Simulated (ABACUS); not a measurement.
Se under changes of volume

One of the cells (27.261 Å³/atom); the others are scaled copies at fixed shape and fractional positions:

```
CELL_PARAMETERS angstrom
4.36620 0.00000 0.00000
-2.18310 3.78124 0.00000
0.00000 0.00000 4.95360
ATOMIC_POSITIONS crystal
Se 0.77460 0.77460 0.00000
Se 0.00000 0.22540 0.66667
Se 0.22540 0.00000 0.33333
```

| Property | Result |
| --- | --- |
| Program | ABACUS 3.10.1 |
| Functional | PBEsol |
| Potentials or basis | PseudoDojo NC SR 0.4.1 PBEsol standard |
| Cutoff | 1184 eV |
| Density cutoff | 4735 eV |
| Basis | plane waves |
| k mesh | 7 × 7 × 6 |
| Occupations | fermi-dirac, width 0.05 eV |
| Spin | no spin polarisation |

```tsv
volume (Å³/atom)	energy over the lowest point (meV/atom)	pressure (GPa)	gap on the mesh (eV)	largest force (eV/Å)
25.625	?	?	?	?
26.170	9.71	2.7	1.09	0.767
26.716	2.69	1.4	1.11	0.534
27.261	0.00	0.2	1.13	0.318
27.806	1.20	-0.9	1.15	0.117
28.351	5.88	-1.9	1.13	0.071
28.896	13.69	-2.7	1.11	0.246
```

What does the run at 25.625 Å³/atom give?

Energy over the lowest point 21.56 meV/atom; pressure 4.2 GPa; gap on the mesh 1.06 eV; largest force 1.014 eV/Å.

Worked out: A Birch-Murnaghan fit of order 3 (a polynomial in V^(-2/3)) to the other rows has its minimum at 27.36 Å³/atom with B0 = V·E''(V) = 56 GPa and B' = 4.4 at fixed shape and positions, which overstates the stiffness. It gives 21.54 meV/atom at 25.625 Å³/atom, against the run's 21.56, and -dE/dV = 4.2 GPa, against 4.2. A parabola through the other rows of the gap, of slope 2.54 eV per unit of ln V there, extrapolates to 1.04 eV, against the run's 1.06.

Energies are extrapolated to zero smearing.

Caveats: an odd mesh through Γ misses points on the zone boundary, where band edges often lie; forces of over 1 eV/Å show positions far from the minimum, so gaps and moduli don't describe the material at rest (some runs). Spin-orbit coupling on Se is left out.
